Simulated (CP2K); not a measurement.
A run of CP2K 2026.2:

The input gaas_scf.inp:

```
&GLOBAL
  PROJECT gaas_scf
  RUN_TYPE ENERGY_FORCE
  PRINT_LEVEL LOW
&END GLOBAL
&FORCE_EVAL
  METHOD QS
  STRESS_TENSOR ANALYTICAL
  &DFT
    BASIS_SET_FILE_NAME BASIS_MOLOPT_UZH
    POTENTIAL_FILE_NAME POTENTIAL_UZH
    &MGRID
      CUTOFF 450
      REL_CUTOFF 60
      NGRIDS 5
    &END MGRID
    &QS
      METHOD GPW
      EPS_DEFAULT 1.0E-10
    &END QS
    &KPOINTS
      SCHEME MONKHORST-PACK 8 8 8
      GAMMA_CENTERED T
      SYMMETRY T
      SYMMETRY_BACKEND SPGLIB
    &END KPOINTS
    &SCF
      SCF_GUESS ATOMIC
      EPS_SCF 1.0E-6
      MAX_SCF 100
      ADDED_MOS 10
      CHOLESKY OFF
      EPS_EIGVAL 1.0E-7
      &DIAGONALIZATION ON
        ALGORITHM STANDARD
      &END DIAGONALIZATION
      &MIXING ON
        METHOD BROYDEN_MIXING
        ALPHA 0.4
        BETA 1.5
        NBUFFER 8
      &END MIXING
      &SMEAR ON
        METHOD FERMI_DIRAC
        ELECTRONIC_TEMPERATURE 580.23
      &END SMEAR
    &END SCF
    &XC
      &XC_FUNCTIONAL
        &GGA_X_PBE
        &END GGA_X_PBE
        &GGA_C_PBE
        &END GGA_C_PBE
      &END XC_FUNCTIONAL
      &VDW_POTENTIAL
        POTENTIAL_TYPE PAIR_POTENTIAL
        &PAIR_POTENTIAL
          TYPE DFTD3(BJ)
          REFERENCE_FUNCTIONAL PBE
          PARAMETER_FILE_NAME dftd3.dat
          R_CUTOFF 20
          CALCULATE_C9_TERM T
          REFERENCE_C9_TERM T
        &END PAIR_POTENTIAL
      &END VDW_POTENTIAL
    &END XC
    &PRINT
      &KPOINTS ON
      &END KPOINTS
      &MULLIKEN ON
      &END MULLIKEN
      &MO ON
        ENERGIES T
        OCCUPATION_NUMBERS T
        &EACH
          QS_SCF 0
        &END EACH
        ADD_LAST NUMERIC
      &END MO
      &LOWDIN ON
      &END LOWDIN
      &HIRSHFELD ON
        SHAPE_FUNCTION DENSITY
      &END HIRSHFELD
    &END PRINT
  &END DFT
  &SUBSYS
    &CELL
      A 3.9977696088 0.0000000000 0.0000000000
      B 1.9988848044 3.4621700397 0.0000000000
      C 1.9988848044 1.1540566799 3.2641652169
      PERIODIC XYZ
    &END CELL
    &COORD
      SCALED
      As  0.7500000000 0.7500000000 0.7500000000
      Ga  0.0000000000 0.0000000000 0.0000000000
    &END COORD
    &KIND As
      BASIS_SET TZVP-MOLOPT-PBE-GTH-q5
      POTENTIAL GTH-PBE-q5
    &END KIND
    &KIND Ga
      BASIS_SET TZVP-MOLOPT-PBE-GTH-q13
      POTENTIAL GTH-PBE-q13
    &END KIND
    &PRINT
      &ATOMIC_COORDINATES ON
      &END ATOMIC_COORDINATES
      &CELL ON
      &END CELL
    &END PRINT
  &END SUBSYS
  &PRINT
    &FORCES ON
    &END FORCES
    &STRESS_TENSOR ON
    &END STRESS_TENSOR
  &END PRINT
&END FORCE_EVAL
```

Potentials or basis: POTENTIAL_UZH As GTH-PBE-q5, Ga GTH-PBE-q13; TZVP-MOLOPT-PBE-GTH basis.

Run with:

```console
$ OMP_NUM_THREADS=1 cp2k.psmp -i gaas_scf.inp -o gaas_scf.out
```

Hardware: 1 thread of Arm Neoverse V1 (shared host).

Problem. How long does it take, and how much memory?

Solution. Run time: 56 s on 1 thread of Arm Neoverse V1, with other jobs on the host, peak memory 0.32 GiB. Counts: scf iterations 14, k points 29, basis 51, bands 19, force evaluations 1.
